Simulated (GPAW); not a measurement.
Wanted: an ASE script for a GPAW 26.7.0 run.

* Task: dielectric tensor
* Functional: LDA
* Potentials or basis: the program's PAW data sets (release 1.2.1) made for this functional
* Cutoff: 400 eV
* Basis: pw
* k mesh: 7 × 7 × 4
* Occupations: fermi-dirac, width 0.001 eV
* Spin: no spin polarisation
* Hubbard terms: Zr d U = 6.0 eV
* Response ecut: 80 eV
* Maxiter: 150
* Response k mesh: 13 × 13 × 7
* Response bands: 42
* Kernels: ["RPA"]
* Coarser k mesh: 13 × 13 × 7

The structure of ZrSe2 lies in ZrSe2.xyz:

```xyz
3
Lattice="3.7980000000 0.0000000000 0.0000000000 -1.8990000000 3.2891644836 0.0000000000 0.0000000000 0.0000000000 6.1920000000" Properties=species:S:1:pos:R:3 pbc="T T T"
Zr     0.0000000000      0.0000000000      0.0000000000
Se     1.8990000002      1.0963881611      4.6440000000
Se    -0.0000000002      2.1927763225      1.5480000000
```

The input as run:

run.py

```python
import numpy as np
from ase.dft.bandgap import bandgap
from ase.io import read, write
from gpaw import GPAW, PW
from gpaw.response.df import DielectricFunction

atoms = read('ZrSe2.xyz')

calc = GPAW(mode=PW(400),
            xc='LDA',
            kpts={'size': (7, 7, 4), 'gamma': True},
            occupations={'name': 'fermi-dirac', 'width': 0.001},
            setups={'Zr': ':d,6.0'},
            nbands=24,
            convergence={'density': 1e-06},
            maxiter=150,
            txt='gpaw.txt')
atoms.calc = calc
energy = atoms.get_potential_energy()
calc.write('gs.gpw')
write('result.traj', atoms)
print(f'Energy: {energy:.6f} eV')
print('Fermi level:', round(calc.get_fermi_level(), 4), 'eV')
print(f'Gap: {bandgap(calc)[0]:.4f} eV, direct: {bandgap(calc, direct=True)[0]:.4f} eV')

for size in [(13, 13, 7)]:
    name = 'x'.join(str(n) for n in size)
    dense = calc.fixed_density(kpts={'size': size, 'gamma': True},
                               nbands=48, convergence={'bands': 42, 'eigenstates': 1e-7},
                               update_fermi_level=True, txt=f'dense-{name}.txt')
    dense.write(f'{name}.gpw', mode='all')
    df = DielectricFunction(f'{name}.gpw', frequencies=np.array([0.0]), hilbert=False, eta=0.001,
                            ecut=80, nbands=42, intraband=False, txt=f'df-{name}.txt')
    for xc in ['RPA']:
        for direction in ['x', 'y', 'z', [0, 1, 1], [1, 0, 1], [1, 1, 0]]:
            e0, e = df.get_macroscopic_dielectric_constant(xc=xc, direction=direction)
            print(f'{name} {xc} {direction}: {e0:.4f} without, {e:.4f} with local fields')
```

Potentials or basis: the program's PAW data sets (release 1.2.1) made for this functional, pw.

Command:

```console
$ OMP_NUM_THREADS=1 python run.py
```

Results of the run:

```json
{
  "Band gap on the k mesh": "1.26 eV, indirect (least direct gap 2.13 eV)",
  "Electronic dielectric tensor (diagonal)": "8.94, 8.94, 5.22"
}
```

Caveat: the long-wavelength limit can be off by several per cent where d states take part; response on these states lacks terms of the Hamiltonian; an odd mesh through Γ misses points on the zone boundary, where band edges often lie.

It took 2.9 min on 1 thread of Intel(R) Xeon(R) CPU @ 2.60GHz (Ice Lake), with other jobs on the host, peak memory 0.48 GiB.
